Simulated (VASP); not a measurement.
Input of a VASP 6.6.1 run:

Contents of INCAR:

```
  PREC = Accurate
  ENCUT = 600
  EDIFF = 1E-7
  ISMEAR = -1
  SIGMA = 0.05
  LREAL = False
  LASPH = True
  NELM = 100
  ALGO = Fast
  ISIF = 3
  LWAVE = False
  LCHARG = False
  IBRION = 2
  NSW = 60
  EDIFFG = -0.01
```

KPOINTS

```
regular mesh
0
Gamma
  10 10 6
```

Contents of POSCAR:

```
Zn
1.0
    2.6700000000      0.0000000000      0.0000000000
   -1.3350000000      2.3122878281      0.0000000000
    0.0000000000      0.0000000000      4.9660000000
Zn
2
Direct
    0.6666666667      0.3333333333      0.7500000000
    0.3333333333      0.6666666667      0.2500000000
```

Potentials or basis: VASP PAW LDA potentials, release 64 (Zn).

Run with:

```sh
$ cat potpaw_LDA.64/Zn/POTCAR > POTCAR
$ mpirun -np 1 vasp_std > vasp.out
```

**Question.** What does it give for the space group after relaxing (to 0.05 Å)?

**Answer.** P6_3/mmc (No. 194).

**Question.** Estimate the band gap on the k mesh.

**Answer.** None (metal or under the smearing width).

**Question.** Predict the relaxed cell.

**Answer.** a = 2.570 Å, b = 2.570 Å, c = 4.791 Å, α = 90.00°, β = 90.00°, γ = 120.00°.

**Question.** Estimate the relaxed volume.

**Answer.** 13.70 Å³/atom.

Step by step:
```tsv
step	energy change (eV)	largest force (eV/Å)	pressure (GPa)	volume (Å³)
1	0.0000	0.0000	-8.91	30.66
2	-0.0984	0.0000	1.90	27.03
3	-0.1017	0.0000	-0.08	27.51
4	-0.1016	0.0000	-0.32	27.58
5	-0.1026	0.0000	-0.34	27.50
6	-0.1029	0.0000	-0.26	27.44
7	-0.1029	0.0000	0.11	27.34
8	-0.1029	0.0000	0.01	27.40
```

Caveat: the volume moved by -11 % from the deposited cell, more than functionals usually miss. LDA usually gives volumes a few per cent too small.
